# Notebook page: electron energy loss of GaAs at finite momentum

A fast electron crossing a crystal hands over energy $E$ and momentum $\hbar q$. The probability is proportional to the loss function $L=-\mathrm{Im}(1/\varepsilon)=\varepsilon_2/(\varepsilon_1^2+\varepsilon_2^2)$, where $\varepsilon=\varepsilon_1+i\varepsilon_2$ is the dielectric function. In the table, 'loss energy' is $E$ and 'loss function' is the dimensionless $L$, and all rows belong to one spectrum of zincblende GaAs. The response is built on LDA states with a Hartree kernel, which leaves out excitons; quasiparticle shifts and spin-orbit coupling are not included either. The momentum transfer is one eighth of a reciprocal lattice vector, $q=0.241$ Å$^{-1}$, so this is not the optical limit.

Loss function of zincblende GaAs from Yambo 5.3.0, by linear response with a Hartree kernel on Quantum ESPRESSO LDA states with PseudoDojo 0.4.1 scalar-relativistic potentials. The momentum transfer is 1/8 of a reciprocal lattice vector, with an 8×8×8 k-mesh, 34 bands, a 3 Ry screening block, 0.2 eV damping and no quasiparticle correction.

| row | loss function | loss energy (eV) |
| --- | --- | --- |
| 1 | 0.004 | 0.00 |
| 2 | 0.008 | 1.41 |
| 3 | 0.026 | 2.61 |
| 4 | 0.057 | 4.02 |
| 5 | 0.078 | 5.43 |
| 6 | 0.121 | 6.83 |
| 7 | 0.204 | 8.04 |
| 8 | 0.272 | 9.45 |
| 9 | 0.484 | 10.85 |
| 10 | 0.674 | 12.26 |
| 11 | 1.312 | 13.47 |
| 12 | 2.635 | 14.87 |
| 13 | 2.239 | 16.28 |
| 14 | 1.543 | 17.69 |
| 15 | 1.094 | 18.89 |
| 16 | 0.955 | 20.30 |
| 17 | 0.694 | 21.71 |
| 18 | 0.507 | 23.12 |
| 19 | 0.455 | 24.32 |
| 20 | 0.350 | 25.73 |
| 21 | 0.308 | 27.14 |
| 22 | 0.333 | 28.54 |
| 23 | 0.238 | 29.75 |
| 24 | 0.230 | 31.16 |
| 25 | 0.155 | 32.56 |
| 26 | 0.171 | 33.97 |
| 27 | 0.152 | 35.18 |
| 28 | 0.136 | 36.58 |
| 29 | 0.178 | 37.99 |
| 30 | 0.195 | 39.40 |

The differences, ratios and integrals quoted below are in the printed output after this page.

## 1. Where is the loss largest, and how many digits of that hold?

$L$ rises in every step from row 1 to row 12, where it reaches 2.635. The same calculation places its maximum at 15.48 eV, between rows 12 and 13, so 2.635 is a point on the rising flank and the true top is higher. The energy grid of the run has a step of 0.2 eV, so the position can be read no finer than 15.5 eV. The three decimals of $L$ reflect rounding only, and no convergence test in mesh or bands stands behind either number.

## 2. Why is the loss small where the crystal absorbs most?

The same run has its absorption peak, the maximum of $\varepsilon_2$, at 5.03 eV with a height of 15.18. Absorption follows $\varepsilon_2$, but loss divides $\varepsilon_2$ by $|\varepsilon|^2$. Dropping $\varepsilon_1^2$ from the denominator gives the exact bound $L\le 1/\varepsilon_2$, which is 0.066 at the peak if that height refers to the same macroscopic $\varepsilon$. Physically, the bond electrons polarise so easily at this energy that they screen the field of the passing charge.

Rows 4 and 5 bracket this energy with 0.057 and 0.078, the size the bound suggests. The second value is above 0.066, which requires $\varepsilon_2$ to have dropped below 12.8 there, as it can just past its peak.

Large loss needs the opposite condition, a small $|\varepsilon|$. Since $\varepsilon_2\le|\varepsilon|$, the definition gives $|\varepsilon|\le 1/L$, which is 0.38 at row 12. A nearly vanishing $\varepsilon$ means that a charge-density wave sustains its own field, and this collective oscillation is the plasmon. By the standard picture, electrons driven above their interband resonance lag behind the field, $\varepsilon_1$ turns negative, and it climbs back through zero at a much higher energy where $\varepsilon_2$ has become small.

## 3. Which electrons take part in the oscillation?

The estimate used here is the free-electron gas. It has no adjustable constant and takes only the cell volume and an electron count, so no row of the table enters it. Displacing electrons of density $n$ by $x$ against the ions sets up a field $nex/\varepsilon_0$, so $m\ddot x=-(ne^2/\varepsilon_0)\,x$ and $\omega_p^2=ne^2/\varepsilon_0 m$. Gallium brings three s,p electrons and arsenic five, eight per cell of 45.19 Å$^3$:

$$n=\frac{8}{45.19\ \text{Å}^3},\qquad \hbar\omega_p=\hbar\sqrt{\frac{ne^2}{\varepsilon_0 m}}=15.62\ \text{eV}.$$

This is 0.9 % above the computed maximum, a difference smaller than one grid step. The potentials treat 28 electrons per cell as valence, yet adding the ten Ga 3d electrons gives 23.4 eV and adding both 3d shells 29.2 eV, far above the peak. Of the three counts only eight comes near the peak, which supports the s,p electrons as those that set the energy scale. Theory supplies the reason: an electron acts as free only when $E$ is well above the energies at which it mainly absorbs, which holds for the s,p bond electrons, with their absorption peak at 5.03 eV, and not for the 3d shells.

## 4. How much is that agreement worth?

It is worth less than one per cent suggests. At finite $q$ the gas itself shifts upward, $\omega^2=\omega_p^2+\tfrac35 v_F^2q^2$ with $v_F$ the Fermi velocity, and this moves the estimate to 15.82 eV, 2.2 % above the computed maximum. The more complete version of the model thus agrees slightly less well.

Two further effects of opposite sign are absent from the gas. The bond electrons are tied by an average interband energy $E_g$, and a bound oscillator has $\varepsilon=0$ at $\sqrt{(\hbar\omega_p)^2+E_g^2}$; with $E_g$ near the absorption peak this raises the plasmon by something of order 1 eV. Transitions that lie above the plasmon, such as most of those from the d shells, form a polarisable background that weakens the restoring field and lowers it. Both directions follow from theory, while their sizes in this run are untested. For this crystal the gas comes within a few per cent, possibly helped by cancellation, and its firmest use is to identify the peak.

## 5. Why is the peak broad and lopsided?

Half the height of row 12 is crossed near 13.5 and 18.3 eV, a width of 4.8 eV, and measuring from the higher true top would give somewhat less. The damping put into the run broadens each transition by a full width of only 0.4 eV, so it does not account for the breadth. The standard cause is decay into electron-hole pairs. In a crystal the lattice supplies momentum, so transitions from the valence bands to higher empty bands exist at the plasmon energy and keep $\varepsilon_2$ finite there.

A damped free-electron (Drude) peak of width $\Gamma$ centred at $E_p$ obeys

$$E\,L=\frac{\Gamma E_p^2}{(E-E_p^2/E)^2+\Gamma^2},$$

so $E\,L$ is equal at $E$ and at the mirror energy $E_p^2/E$, whatever $\Gamma$ is. With $E_p$ set to the computed maximum, the table breaks this symmetry. The high side is heavier by a factor of 1.5 for row 11, growing to 3.7 for row 8 and its mirror near 25 eV. Binding the electrons does not explain this, because a single bound oscillator keeps the same symmetry about its raised plasmon energy. Absorption beyond one such oscillator is needed, as expected when further transitions feed the loss above the peak.

A guess at the source of that extra weight is the Ga 3d shell, with no band-resolved result to confirm it. LDA places these levels roughly 15 eV below the valence top, against roughly 19 eV in experiment (both rough recalled values). Their transitions would then begin on top of the plasmon, earlier than in the real crystal, so the computed width and high flank should not be carried over to a measurement.

## 6. Does the spectrum add up?

Causality links the area under $L/E$ to the static screening at the same $q$: $(2/\pi)\int L\,dE/E=1-1/\varepsilon(q,0)$. The run gives $\varepsilon(q,0)=9.38$, so the right side is 0.893, and integrating rows 2 to 30 gives 0.839, or 94 % of it. The energies outside those rows can only add to the integral, while the coarse sampling within them may err either way. The relation holds for any causal response, so it checks consistency and does not test LDA. It does show where the weight sits, since the rows around the plasmon carry 72 % of the integral.

The f-sum rule turns the area under $E\,L$ into an electron count. It reaches 4.8 per cell by 20.3 eV and 8.3 by 39.4 eV, and it is still rising. The closeness to eight at the last row does not identify those electrons as s,p. The tail may hold d transitions, the band sum is cut off, and nonlocal potentials alter the rule.

## 7. Which rows should be distrusted?

Row 1 has $L=0.004$ at zero energy, where a causal response has no loss at all. It implies $\varepsilon_2/(\varepsilon_1-1)\approx0.04$, the same as the damping divided by the absorption peak energy, which marks it as a broadening artefact; its single digit is uncertain by 12.5 % from rounding alone. Row 2 is only twice as high, so much of it may be the same artefact. The LDA gap is also too small, 0.28 eV against roughly 1.5 eV in experiment (a rough recalled value), so the computed loss is expected to set in too early.

At the other end, the sums include 20 empty bands, which by the free-electron estimate reach about 26 eV above the valence top. From row 21 on, transitions out of the upper valence bands therefore run short of final states. After row 12 the loss falls except at rows 22, 26, 29 and 30. The first two bumps, of 8 % and 10 % over the preceding row, exceed the rounding but may come from the mesh or the band cut, so they are given no cause.

The rise of 43 % from row 28 to row 30 is larger. It begins near 37 eV, roughly where LDA puts the As 3d levels (a rough recalled value), which makes their onset a reasonable guess. These rows lie deep in the truncated range, so the height of the rise is not reliable.

## 8. What would move if a setting or an element changed?

For the peak position the lever is the s,p electron density. In the gas $\hbar\omega_p\propto a^{-3/2}$, with $a$ the lattice constant, so stretching the lattice by 1 % lowers the peak by 0.23 eV, about one grid step. The same rule guides a change of element within the eight-electron zincblende family: larger atoms dilute the electrons and lower the plasmon. A cation without a shallow d shell, such as aluminium, would serve as the control for the Ga 3d guess of question 5.

Local fields are the one setting whose effect the run shows directly. Without them the static constant is 10.44, and with them it is 9.38, lower by 10.2 %. The polarisable charge is concentrated in the bonds, and the short-wavelength fields it sets up oppose the polarisation. Both values belong to this finite $q$ and should not be compared with an optical dielectric constant.

Printed output of the fit:

```
cell volume 45.19 A^3, |q| 0.241 1/A, filled bands 14, empty bands 20
grid step 0.201 eV; rows 6-7 steps apart; largest offset from grid 0.004 eV
rounding of L 0.0005: 12.5 % of row 1, 0.019 % of row 12
largest L in table: row 12, 2.635 at 14.87 eV; run maximum 15.48 eV (grid point 77.0)
run maximum lies 0.61 eV above row 12 and 0.80 eV below row 13
free-electron plasmon, 8 e (s,p): 15.62 eV, +0.15 eV, +0.9 %
free-electron plasmon, 18 e (s,p + Ga 3d): 23.44 eV, +7.96 eV, +51.4 %
free-electron plasmon, 28 e (s,p + both 3d): 29.23 eV, +13.75 eV, +88.9 %
same gas at this q: 15.82 eV, shift +0.19 eV, +2.2 % from run maximum
electrons per cell matching the run maximum at q = 0: 7.85
same gas, lattice constant +1 %: shift -0.23 eV
same gas, top of 24 non-d bands: about 26 eV above valence top; first row beyond: 21
absorption peak 5.03 eV: L there at most 1/15.18 = 0.066; rows 4, 5: 0.057, 0.078
L row 12 / L row 5 = 33.8; loss peak / absorption peak energy = 3.08
|eps| at most 1/L: row 5 12.8, row 12 0.38, row 13 0.45
half of row 12 height crossed at 13.48 and 18.29 eV: width 4.8 eV (true peak higher, width smaller)
low side 2.0 eV, high side 2.8 eV; width / (2 x damping) = 12
E*L at mirror energy Ep^2/E over E*L at E (1 for any Drude peak):
  row 8: 9.45 eV, mirror 25.35 eV, ratio 3.7
  row 9: 10.85 eV, mirror 22.08 eV, ratio 2.7
  row 10: 12.26 eV, mirror 19.54 eV, ratio 2.4
  row 11: 13.47 eV, mirror 17.78 eV, ratio 1.5
f-sum electron count per cell: 0.4 to 12.3 eV, 4.8 to 20.3 eV, 6.3 to 25.7 eV, 8.3 to 39.4 eV
same count from even rows only 8.5; full count is 30 % of 28
static sum (2/pi) int L/E dE, rows 2-30 (row 1 at E = 0 is a broadening artefact):
  0.839 against 1-1/eps = 0.893: 94 %; even rows only 0.857
  share from rows 9-17: 72 %; from rows 2-6: 5 %
row 1 implies eps2 about 0.35; eps2/(eps1-1) = 0.042; damping/absorption peak = 0.040
local fields: eps 10.44 to 9.38, -1.07, -10.2 %
LDA gap 0.28 eV is 19 % of about 1.5 eV (rough recalled value); gap/damping 1.4
rise in tail: row 21 to 22 (28.54 eV): +0.025, +8 %
rise in tail: row 25 to 26 (33.97 eV): +0.016, +10 %
rise in tail: row 28 to 29 (37.99 eV): +0.042, +31 %
rise in tail: row 29 to 30 (39.40 eV): +0.017, +10 %
rows 28 to 30: +0.059, +43 %; row 28 / row 12 = 0.052
```
